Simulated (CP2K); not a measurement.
# InAs (F-43m) in CP2K: reference runs

Reference runs on InAs: the cell as given.

Everything below comes from runs of CP2K 2026.2. Logs are shortened: lines on timing, memory, paths and dates and some standing lists are left out, and cuts for length are marked.

**Experimental background.**

A printed reference work, data compilation reports, for a bulk crystal of InAs at 4.2 K: band gap 0.418 eV (direct).

The runs below are set against these values where they give the same quantity.

**1. Starting point**

Symmetry: F-43m, No. 216, cubic system. Conventional cell: a = 6.036 Å, b = 6.036 Å, c = 6.036 Å, α = 90.00°, β = 90.00°, γ = 90.00°. Around In (site symmetry -43m) lie 4 As at 2.61 Å. As (site symmetry -43m) is surrounded by 4 In at 2.61 Å.

**2. Single point, PBEsol**

The input, inas_scf.inp:

```
&GLOBAL
  PROJECT inas_scf
  RUN_TYPE ENERGY_FORCE
  PRINT_LEVEL LOW
&END GLOBAL
&FORCE_EVAL
  METHOD QS
  STRESS_TENSOR ANALYTICAL
  &DFT
    BASIS_SET_FILE_NAME BASIS_MOLOPT_UZH
    POTENTIAL_FILE_NAME POTENTIAL_UZH
    &MGRID
      CUTOFF 450
      REL_CUTOFF 60
      NGRIDS 5
    &END MGRID
    &QS
      METHOD GPW
      EPS_DEFAULT 1.0E-10
    &END QS
    &KPOINTS
      SCHEME MONKHORST-PACK 8 8 8
      GAMMA_CENTERED T
      SYMMETRY T
      SYMMETRY_BACKEND SPGLIB
    &END KPOINTS
    &SCF
      SCF_GUESS ATOMIC
      EPS_SCF 1.0E-6
      MAX_SCF 100
      ADDED_MOS 10
      CHOLESKY OFF
      EPS_EIGVAL 1.0E-7
      &DIAGONALIZATION ON
        ALGORITHM STANDARD
      &END DIAGONALIZATION
      &MIXING ON
        METHOD BROYDEN_MIXING
        ALPHA 0.4
        BETA 1.5
        NBUFFER 8
      &END MIXING
      &SMEAR ON
        METHOD FERMI_DIRAC
        ELECTRONIC_TEMPERATURE [K] 580.226
      &END SMEAR
    &END SCF
    &XC
      &XC_FUNCTIONAL
        &GGA_X_PBE_SOL
        &END GGA_X_PBE_SOL
        &GGA_C_PBE_SOL
        &END GGA_C_PBE_SOL
      &END XC_FUNCTIONAL
    &END XC
    &PRINT
      &KPOINTS ON
      &END KPOINTS
      &MULLIKEN ON
      &END MULLIKEN
      &MO ON
        ENERGIES T
        OCCUPATION_NUMBERS T
        &EACH
          QS_SCF 0
        &END EACH
        ADD_LAST NUMERIC
      &END MO
      &LOWDIN ON
      &END LOWDIN
      &HIRSHFELD ON
        SHAPE_FUNCTION DENSITY
      &END HIRSHFELD
    &END PRINT
  &END DFT
  &SUBSYS
    &CELL
      A 4.2680965312 0.0000000000 0.0000000000
      B 2.1340482656 3.6962800219 0.0000000000
      C 2.1340482656 1.2320933406 3.4848862248
      PERIODIC XYZ
    &END CELL
    &COORD
      SCALED
      In  0.0000000000 0.0000000000 0.0000000000
      As  0.7500000000 0.7500000000 0.7500000000
    &END COORD
    &KIND In
      BASIS_SET TZVP-MOLOPT-PBE-GTH-q13
      POTENTIAL GTH-PBE-q13
    &END KIND
    &KIND As
      BASIS_SET TZVP-MOLOPT-PBE-GTH-q5
      POTENTIAL GTH-PBE-q5
    &END KIND
    &PRINT
      &ATOMIC_COORDINATES ON
      &END ATOMIC_COORDINATES
      &CELL ON
      &END CELL
    &END PRINT
  &END SUBSYS
  &PRINT
    &FORCES ON
    &END FORCES
    &STRESS_TENSOR ON
    &END STRESS_TENSOR
  &END PRINT
&END FORCE_EVAL
```

Potentials or basis: POTENTIAL_UZH In GTH-PBE-q13, As GTH-PBE-q5; TZVP-MOLOPT-PBE-GTH basis.

Started as:

```bash
OMP_NUM_THREADS=1 cp2k.psmp -i inas_scf.inp -o inas_scf.out
```

inas_scf.out:

```text

 CP2K| version string:                                       CP2K version 2026.2
 CP2K| Input file name                                              inas_scf.inp

 GLOBAL| Force Environment number                                              1
 GLOBAL| Basis set file name                                    BASIS_MOLOPT_UZH
 GLOBAL| Potential file name                                       POTENTIAL_UZH
 GLOBAL| MM Potential file name                                     MM_POTENTIAL
 GLOBAL| Coordinate file name                                      __STD_INPUT__
 GLOBAL| Method name                                                        CP2K
 GLOBAL| Project name                                                   inas_scf
 GLOBAL| Run type                                                   ENERGY_FORCE
 GLOBAL| FFT library                                                       FFTW3
[... 6 lines left out ...]
 GLOBAL| Total number of message passing processes                             1
 GLOBAL| Number of threads for this process                                    1
 GLOBAL| CPU model name           Intel(R) Xeon(R) Platinum 8259CL CPU @ 2.50GHz

 CELL| Volume [angstrom^3]:                                            54.977844
 CELL| Vector a [angstrom]:       4.268     0.000     0.000   |a| =     4.268097
 CELL| Vector b [angstrom]:       2.134     3.696     0.000   |b| =     4.268097
 CELL| Vector c [angstrom]:       2.134     1.232     3.485   |c| =     4.268097
 CELL| Angle (b,c), alpha [degree]:                                    60.000000
 CELL| Angle (a,c), beta  [degree]:                                    60.000000
 CELL| Angle (a,b), gamma [degree]:                                    60.000000
 CELL| Numerically orthorhombic:                                              NO
 CELL| Periodicity                                                           XYZ

 CELL_REF| Volume [angstrom^3]:                                        54.977844
 CELL_REF| Vector a [angstrom     4.268     0.000     0.000   |a| =     4.268097
 CELL_REF| Vector b [angstrom     2.134     3.696     0.000   |b| =     4.268097
 CELL_REF| Vector c [angstrom     2.134     1.232     3.485   |c| =     4.268097
 CELL_REF| Angle (b,c), alpha [degree]:                                60.000000
 CELL_REF| Angle (a,c), beta  [degree]:                                60.000000
 CELL_REF| Angle (a,b), gamma [degree]:                                60.000000
 CELL_REF| Numerically orthorhombic:                                          NO
 CELL_REF| Periodicity                                                       XYZ
[... 9 lines left out ...]
 TOTAL NUMBERS AND MAXIMUM NUMBERS

  Total number of            - Atomic kinds:                                   2
                             - Atoms:                                          2
                             - Shell sets:                                     2
                             - Shells:                                        17
                             - Primitive Cartesian functions:                 10
                             - Cartesian basis functions:                     58
                             - Spherical basis functions:                     51

  Maximum angular momentum of- Orbital basis functions:                        3
                             - Local part of the GTH pseudopotential:          0
                             - Non-local part of the GTH pseudopotential:      4

[... 108 lines left out ...]
  Total charge density g-space grids:          -0.0000000001

  Overlap energy of the core charge distribution:               0.00000000155519
  Self energy of the core charge distribution:               -103.50942136637683
  Core Hamiltonian energy:                                     31.14484196346923
  Hartree energy:                                              18.74962116621325
  Exchange-correlation energy:                                 -8.92318758289723
  Electronic entropic energy:                                  -0.00001915234839
  Fermi energy:                                                 0.16617650614290

  Total energy:                                               -62.53816497038869
  Total energy (extrapolated to T->0):                        -62.53815539421449

 MO| EIGENVALUES AND OCCUPATION NUMBERS FOR K POINT 1
 MO|
 MO|  Index      Eigenvalue [a.u.]        Eigenvalue [eV]             Occupation
 MO|      1              -0.368922             -10.038870               2.000000
 MO|      2              -0.363781              -9.898980               2.000000
 MO|      3              -0.363781              -9.898978               2.000000
 MO|      4              -0.359669              -9.787097               2.000000
 MO|      5              -0.359669              -9.787096               2.000000
 MO|      6              -0.230826              -6.281101               2.000000
[... 343 lines left out ...]
 MO|     18               0.715371              19.466230               0.000000
 MO|     19               0.743460              20.230589               0.000000
 MO| Sum:                                                              18.000000
 MO| E(Fermi):            0.166177 a.u.          4.521893 eV

 [... the levels of further k-points ...]

 !-----------------------------------------------------------------------------!
                     Mulliken Population Analysis

 #  Atom  Element  Kind  Atomic population                           Net charge
       1     In       1         12.927233                              0.072767
       2     As       2          5.072767                             -0.072767
 # Total charge                             18.000000                 -0.000000

 !-----------------------------------------------------------------------------!

 !-----------------------------------------------------------------------------!
                           Hirshfeld Charges

  #Atom  Element  Kind  Ref Charge     Population                    Net charge
      1       In     1      13.000         12.824                         0.176
      2       As     2       5.000          5.176                        -0.176

  Total Charge                                                           -0.000
 !-----------------------------------------------------------------------------!

 LOWDIN POPULATION ANALYSIS

 #  Atom  Element  Kind  Atomic population                           Net charge
       1     In       1         13.731238                             -0.731238
       2     As       2          4.268762                              0.731238
 # Total charge                             18.000000                 -0.000000

 ENERGY| Total FORCE_EVAL ( QS ) energy [hartree]            -62.538163941825360

 FORCES| Atomic forces [hartree/bohr]
 FORCES|   Atom     x               y               z               |f|
 FORCES|      1  1.13013163E-09  1.78764594E-08  2.98234654E-08   3.47891375E-08
 FORCES|      2 -1.79306665E-09 -1.82583551E-08 -3.00950092E-08   3.52461657E-08
 FORCES| Sum    -6.62935024E-10 -3.81895619E-10 -2.71543720E-10
 FORCES| Total atomic force                                       8.11827015E-10

 STRESS| Analytical stress tensor [bar]
 STRESS|                        x                   y                   z
 STRESS|      x        2.84930910815E+04  -1.45866356594E-01  -9.44999491594E-02
 STRESS|      y       -1.45866356594E-01   2.84933341206E+04  -2.58880252067E-02
 STRESS|      z       -9.44999491594E-02  -2.58880252067E-02   2.84934638243E+04
 STRESS| 1/3 Trace                                             2.84932963421E+04
 STRESS| Determinant                                           2.31327937018E+13

 STRESS| Eigenvectors and eigenvalues of the analytical stress tensor [bar]
 STRESS|                        1                   2                   3
 STRESS| Eigenvalues   2.84930025078E+04   2.84933993484E+04   2.84934871702E+04
 STRESS|      x           0.889885245068     -0.374036902903     -0.261152533738
 STRESS|      y           0.407449358071      0.909143748366      0.086270883932
 STRESS|      z           0.205156699181     -0.183177618920      0.961434703299
```

It took 97 s on 1 thread of Intel Xeon Platinum 8259CL at 2.50GHz (Skylake/Cascade Lake), shared host; peak memory 0.4 GiB.

What came out:

```yaml
Free_energy: -1701.7500 eV
Pressure: 2.8 GPa
Band_gap_on_the_k_mesh: none (metal or under the smearing width)
Mulliken_charges: In +0.07; As -0.07 e
Hirshfeld_charges: In +0.18; As -0.18 e
```

Caveat: Mulliken charges move with the basis; the potentials were made for another functional, which shifts forces and pressure; the basis of atomic orbitals isn't converged, which shifts pressures, moduli and gaps.

**3. How close it comes**

Step 2. A measured gap of InAs is 0.418 eV (direct; 4.2 K; a printed reference work, data compilation); the calculated 0.00 eV misses it by -0.42 eV. Spin-orbit coupling on As, In is left out. The value is that of PBEsol in an atomic basis (POTENTIAL_UZH In GTH-PBE-q13, As GTH-PBE-q5; TZVP-MOLOPT-PBE-GTH basis), whose error adds to the functional's, on a finite k mesh, which can miss the band edges, without temperature or zero-point motion. Semilocal functionals fall short of measured gaps as a rule.
